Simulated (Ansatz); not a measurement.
A run of Ansatz 0.2.0 is set up as follows.

The input input.yaml:

```yaml
crystal:
  lattice:
    - [3.9883, 0.0, 0.0]
    - [0.0, 3.9883, 0.0]
    - [0.0, 0.0, 3.9883]
  atoms:
    - { symbol: Ta, position: [0.0, 0.0, 0.0] }
    - { symbol: K, position: [0.5, 0.5, 0.5] }
    - { symbol: O, position: [0.0, 0.0, 0.5] }
    - { symbol: O, position: [0.0, 0.5, 0.0] }
    - { symbol: O, position: [0.5, 0.0, 0.0] }
hamiltonian:
  xc: rpbe
  pseudopotentials: { kind: paw }
  dispersion: d4
kpoints:
  mp_grid: { grid: [7, 7, 7] }
scf:
  occupations: { method: fermi_dirac, width: 0.05 }
output:
  forces: true
  stress: true
relax:
  f_tol: 0.01
  max_steps: 40
  cell: { stress_tol: 0.05 }
```

Potentials or basis: Ansatz PAW.

The run is started by

```bash
$ ansatz run input.yaml --threads 2 --pin off --max-ram 5632MiB --backend cpu --events-out ev --progress --plain --runs-dir out
```

What does it give for the relaxed cell?

a = 4.025 Å, b = 4.025 Å, c = 4.025 Å, α = 90.00°, β = 90.00°, γ = 90.00°.

What does it give for the space group after relaxing (to 0.05 Å)?

Pm-3m (No. 221).

What does it give for the relaxed volume?

13.04 Å³/atom.

Final structure:
```xyz
5
Lattice="4.0246 0.0000 0.0000 0.0000 4.0246 0.0000 0.0000 0.0000 4.0246" Properties=species:S:1:pos:R:3 pbc="T T T"
Ta    0.0000    0.0000    0.0000
K     2.0123    2.0123    2.0123
O     0.0000    0.0000    2.0123
O     0.0000    2.0123    0.0000
O     2.0123    0.0000    0.0000
```

Caveat: the pressure holds a Pulay correction of +0.5 GPa for the finite cutoff; the PAW data sets come from PBE, with cores solved anew for the run's functional, which leaves a small shift of forces and pressure. Zero-point motion and thermal expansion aren't in these numbers.
